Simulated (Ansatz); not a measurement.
The system is CuO.

```
CELL_PARAMETERS angstrom
0.00000 -2.11656 -2.11656
-2.11656 0.00000 -2.11656
2.11656 2.11656 -4.23312
ATOMIC_POSITIONS crystal
Cu 0.50389 0.47699 0.48801
Cu 0.00389 0.97699 0.98801
O 0.74611 0.77301 0.76199
O 0.24611 0.27301 0.26199
```

The cell comes from a database or a generator and needn't be the stable form of this composition.

```yaml
Program: Ansatz 0.2.0
Task: relaxation of cell and atoms
Functional: BLYP
Potentials_or_basis: Ansatz PAW
Cutoff: "420 eV (not typed: the program's choice for these potentials)"
k_mesh: 10 × 10 × 6
Occupations: fermi-dirac, width 0.05 eV
Spin: no spin polarisation
```

At the start: volume 9.48 Å³/atom.

**Question.** How do energy, volume and symmetry change on relaxing?

**Answer.** It ends after 9 steps and the volume is 9.98 Å³/atom (+5.3 %); space group Fm-3m (No. 225, to 0.05 Å).

The path:
```csv
step,energy change (eV),largest force (eV/Å),volume (Å³)
1,0.0000,1.2429,37.93
2,-0.1189,0.9302,39.08
3,-0.2801,0.0314,39.65
4,-0.2804,0.0002,39.83
5,-0.2807,0.0002,39.82
6,-0.2807,0.0001,39.82
7,-0.2946,0.0001,39.82
8,-0.2941,0.0006,39.94
9,-0.2948,0.0006,39.94
```

Final structure:
```yaml
crystal:
  lattice:
    - [0.00016, -2.15518, -2.14827]
    - [-2.15528, 0.00027, -2.14838]
    - [2.15635, 2.15658, -4.29811]
  atoms:
    - { symbol: Cu, position: [0.49998, 0.50001, 0.50000] }
    - { symbol: Cu, position: [0.99998, 0.00001, 0.00000] }
    - { symbol: O, position: [0.75002, 0.74999, 0.75000] }
    - { symbol: O, position: [0.25002, 0.24999, 0.25000] }
```

Caveat: the plane-wave basis is chosen anew once the cell has moved, so the energies of steps on either side of that aren't comparable; the pressure holds a Pulay correction of +0.9 GPa for the finite cutoff; the run has no spin polarisation, though such a crystal can be magnetic; the PAW data sets come from PBE, with cores solved anew for the run's functional, which leaves a small shift of forces and pressure.
